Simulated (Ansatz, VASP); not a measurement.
**MnSi in VASP and in Ansatz**

```
Mn Si
1.0
     4.51819    0.00000    0.00000
     0.00000    4.51819    0.00000
     0.00000    0.00000    4.51819
Mn Si
4 4
Direct
  0.13637 0.13637 0.13637
  0.36363 0.86363 0.63637
  0.63637 0.36363 0.86363
  0.86363 0.63637 0.36363
  0.84516 0.84516 0.84516
  0.65484 0.15484 0.34516
  0.34516 0.65484 0.15484
  0.15484 0.34516 0.65484
```

Alike in both runs: functional PBE; k mesh 8 × 8 × 8; occupations gaussian, width 0.05 eV; collinear spin.

Ansatz relaxed the structure, and its values are those at the end. VASP's run is a single point on that final structure, the one shown.

```csv
,VASP,Ansatz
version,VASP 6.6.1,Ansatz 0.2.0
potentials or method,"VASP PAW PBE potentials, release 64 (Mn_pv, Si)","scalar-relativistic, plane waves, PAW"
plane-wave cutoff (eV),520,420
valence electrons in the cell,68,76
```

```tsv
	VASP	Ansatz	Ansatz less VASP
gap on the k mesh at the Fermi level (eV)	none	none	-
pressure (GPa)	0.0	0.0	+0.04
rms of the force components (eV/Å)	0.006	0.001	-0.0051
net moment per atom (μB)	0.50	0.50	0.000
size of the moment on the site where the two differ most (μB)	1.05	1.00	-0.052
```

Site moments also hang on the region over which each program counts them. A gap of «none» marks a metal or a gap that the smearing closes. The two sets of potentials don't hold the same shells in valence.
